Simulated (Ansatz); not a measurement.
`N[C@H]1O[Si@@H]1[SiH3]` + acetic acid → `CC(=O)O[SiH3]` + `NC1O[SiH2]1` at 500 K and 1 bar (cleavage of the Si–Si bond).

Calculated with Ansatz (gas phase, PBE0-D4/def2-TZVP geometries, no zero-point term in ΔE). CCSD(T)/CBS adds triple-zeta CCSD(T) − MP2 to the extrapolated MP2 energy (def2 sets, frozen cores). Each species was taken in one conformer, which may not be the lowest.

| species | CCSD(T)/CBS energy (Eh) | H − E (kJ/mol) | S (J/(mol·K)) |
| --- | --- | --- | --- |
| `N[C@H]1O[Si@@H]1[SiH3]` | -750.26819 | 266.4 | 432.4 |
| `CC(=O)O` | -228.87529 | 193.9 | 329.7 |
| `CC(=O)O[SiH3]` | -519.18600 | 247.8 | 400.4 |
| `NC1O[SiH2]1` | -459.98718 | 205.6 | 344.2 |

H − E and S are ideal-gas, rigid-rotor, harmonic terms from PBE0-D4/def2-TZVP, for one conformer and one mirror image of each species. 1 Eh = 2625.50 kJ/mol, R = 8.31446 J/(mol·K).

**Question.** By hand: ΔE, ΔH, ΔS and ΔG.

**Answer.** ΔE = (-519.18600) + (-459.98718) − (-750.26819) − (-228.87529) = -0.02970 Eh = -78.0 kJ/mol. Δ(H − E) = 247.8 + 205.6 − 266.4 − 193.9 = -6.9, so ΔH = -84.9 kJ/mol. ΔS = 400.4 + 344.2 − 432.4 − 329.7 = -17.5 J/(mol·K). ΔG = -84.9 − 500 × (-17.5)/1000 = -76.2 kJ/mol.

**Question.** By hand: the equilibrium constant, and the temperature at which ΔG would vanish if ΔH and ΔS stayed fixed.

**Answer.** log₁₀ K = −ΔG/(RT ln 10) = 8.0. ΔG = 0 at ΔH/ΔS = 4851 K, far beyond where these terms or the molecules hold.

ΔH outweighs TΔS. A doubt of 5 kJ/mol in ΔE shifts log₁₀ K by 0.5 here. Other conformers and mirror images would add mixing entropy, several J/(mol·K) or more a flexible species. These are equilibria of isolated gas molecules and say nothing of rates. Largest T1 diagnostic: 0.015 (customary marks: 0.02 for closed shells, 0.045 for open ones).
